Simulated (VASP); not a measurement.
SiC (strained zincblende): one r²SCAN single-point calculation in two programs

```
Si C
1.0
     0.00000    2.22161    2.22161
     2.22161    0.00000    2.22161
     2.22161    2.22161    0.00000
Si C
1 1
Direct
  0.00000 0.00000 0.00000
  0.25000 0.25000 0.25000
```

Each program uses its own PAW datasets. VASP's cell holds 8 valence electrons and Ansatz's 8. Ansatz's stress includes a Pulay correction; VASP's doesn't.

Cutoffs: 520 eV in VASP, 500 eV in Ansatz. k meshes: 10×10×10 and 10×10×10.

```
                                VASP     Ansatz
gap between bands v and c    1.76 eV    1.75 eV
         least direct gap    4.98 eV    4.97 eV
                 pressure  -12.1 GPa  -12.0 GPa
```

Band v is the last that the valence electrons fill when counted band by band, and c is the next. Levels in eV from the top of v, Ansatz:

```tsv
point	v−1	v	c	c+1
Γ	0.00	0.00	6.08	7.43
X	-3.22	-3.22	1.75	4.60
K	-5.44	-2.63	3.47	8.04
L	-1.09	-1.09	5.42	7.49
W	-4.91	-4.59	5.62	9.56
```

VASP:

```csv
point,v−1,v,c,c+1
Γ,0.00,0.00,6.11,7.43
X,-3.22,-3.22,1.76,4.60
K,-5.44,-2.63,3.47,8.05
L,-1.09,-1.09,5.44,7.50
W,-4.91,-4.59,5.63,9.57
```
